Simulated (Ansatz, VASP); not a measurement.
One calculation of Si, two programs

INCAR

```
SYSTEM = Si
PREC     = Accurate       ! precision mode
ENCUT    = 520            ! plane-wave cutoff, eV
EDIFF    = 1E-7           ! SCF threshold, eV
ISMEAR   = -1             ! smearing method
SIGMA    = 0.02           ! smearing width, eV
LREAL    = .False.        ! projectors in reciprocal space
LASPH    = .True.         ! aspherical terms in the spheres
NELM     = 60             ! most SCF steps
ALGO     = Normal         ! electronic algorithm
ISIF     = 2              ! what is computed and relaxed
LWAVE    = .False.        ! write WAVECAR
LCHARG   = .True.         ! write CHGCAR
GGA      = PS             ! functional
LELF     = .True.         ! ELF
LVHAR    = .True.       
NBANDS   = 16             ! bands
```

File KPOINTS:

```
Automatic mesh
0
Gamma
  8 6 8
  0 0 0
```

Contents of POSCAR:

```
Si
1.0
   -2.7165779569      2.7165779569      0.0000000000
    0.0000000000      0.0000000000      5.4331559138
    2.7165779569      2.7165779569      0.0000000000
Si
4
Direct
    0.5000000000      0.3750000000      0.2500000000
    0.0000000000      0.8750000000      0.7500000000
    0.0000000000      0.1250000000      0.2500000000
    0.5000000000      0.6250000000      0.7500000000
```

Input for Ansatz:

```yaml
crystal:
  lattice:
    - [-2.7165779569, 2.7165779569, 0.0]
    - [0.0, 0.0, 5.4331559138]
    - [2.7165779569, 2.7165779569, 0.0]
  atoms:
    - { symbol: Si, position: [0.5, 0.375, 0.25] }
    - { symbol: Si, position: [0.0, 0.875, 0.75] }
    - { symbol: Si, position: [0.0, 0.125, 0.25] }
    - { symbol: Si, position: [0.5, 0.625, 0.75] }
kpoints:
  mp_grid: { grid: [8, 6, 8] }
scf:
  occupations: { method: fermi_dirac, width: 0.02 }
hamiltonian:
  xc: pbesol
  pseudopotentials: { kind: all_electron, lapw: { basis_error: 0.001 } }
output:
  forces: true
  stress: true
  eigenvalues: true
```

Alike in both runs: task single point; functional PBEsol; k mesh 8 × 6 × 8; occupations fermi-dirac, width 0.02 eV; no spin polarisation.

|  | VASP | Ansatz |
| --- | --- | --- |
| version | VASP 6.6.1 | Ansatz 0.2.0 |
| potentials or method | VASP PAW PBE potentials, release 64 (Si) | all-electron LAPW, scalar-relativistic |
| plane-wave cutoff (eV) | 520 | see its input |

VASP gave:

- pressure (GPa): 0.1

Problem. Estimate Ansatz's values.

Solution. Pressure (GPa): 0.0.

Ansatz ran all-electron here, so the differences hold the error of VASP's frozen core and of both bases.

Caveats: the PAW data sets were made with another functional, which shifts forces and pressure a little (VASP).
